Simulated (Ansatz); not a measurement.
# AlN: how the settings move a relaxation

Aim: see which settings change the result for AlN, by how much, and at what cost.

Program: Ansatz 0.2.0. Level of theory: reference: DFT, LDA, PAW with Ansatz's default frozen-core files, scalar-relativistic; relaxation of cell and atoms. These are calculated values, not measurements.

2 further runs of the same task are left out: 2 set aside as unsound or not needed.

## 1. Starting point

Symmetry: F-43m, No. 216, cubic system. Conventional cell: a = 4.342 Å, b = 4.342 Å, c = 4.342 Å, α = 90.00°, β = 90.00°, γ = 90.00°. Al (site symmetry -43m) has 4 N at 1.88 Å as nearest neighbours. N (site symmetry -43m) has 4 Al at 1.88 Å as nearest neighbours.

As a file:

```
CELL_PARAMETERS angstrom
0.00000 2.17115 2.17115
2.17115 0.00000 2.17115
2.17115 2.17115 0.00000
ATOMIC_POSITIONS crystal
Al 0.00000 0.00000 0.00000
N 0.25000 0.25000 0.25000
```

## 2. Reference

File input.yaml:

```yaml
crystal:
  lattice:
    - [0.0, 2.17114769298, 2.17114769298]
    - [2.17114769298, 0.0, 2.17114769298]
    - [2.17114769298, 2.17114769298, 0.0]
  atoms:
    - { symbol: Al, position: [0.0, 0.0, 0.0] }
    - { symbol: "N", position: [0.25, 0.25, 0.25] }
kpoints:
  mp_grid: { grid: [8, 8, 8] }
scf:
  occupations: { method: fixed }
hamiltonian:
  xc: lda
  pseudopotentials: { kind: paw }
relax:
  f_tol: 0.002
  max_steps: 80
  cell: { p_target: 2 }
output:
  forces: true
  stress: true
```

Launch:

```sh
ansatz run input.yaml --threads 1 --pin off --max-ram 2560MiB --backend cpu --events-out ev --progress --plain --runs-dir out
```

## 3. Changed: occupations.method methfessel_paxton, occupations.width 0.15

input.yaml: that of step 2 with these lines changed.

```diff
@@ -11,3 +11,3 @@
 scf:
-  occupations: { method: fixed }
+  occupations: { method: methfessel_paxton, width: 0.15 }
 hamiltonian:
```

What does the calculation give? Wanted: for each run, ending; energy change; pressure; gap; force.

**Answer**, as computed:

| run | ending | energy change | pressure (GPa) | gap (eV) | force (eV/Å) | cycles | time |
| --- | --- | --- | --- | --- | --- | --- | --- |
| reference | converged | 0 | 2.0 | 3.26 | 0.00 | 18 | 2.3 s |
| 1: occupations.method methfessel_paxton, occupations.width 0.15 | converged | 0.0 meV/atom (σ→0) | 2.0 | 3.26 | 0.00 | 18 | 2.6 s |

Changing the smearing leaves the energy as it was (0.0 meV/atom).
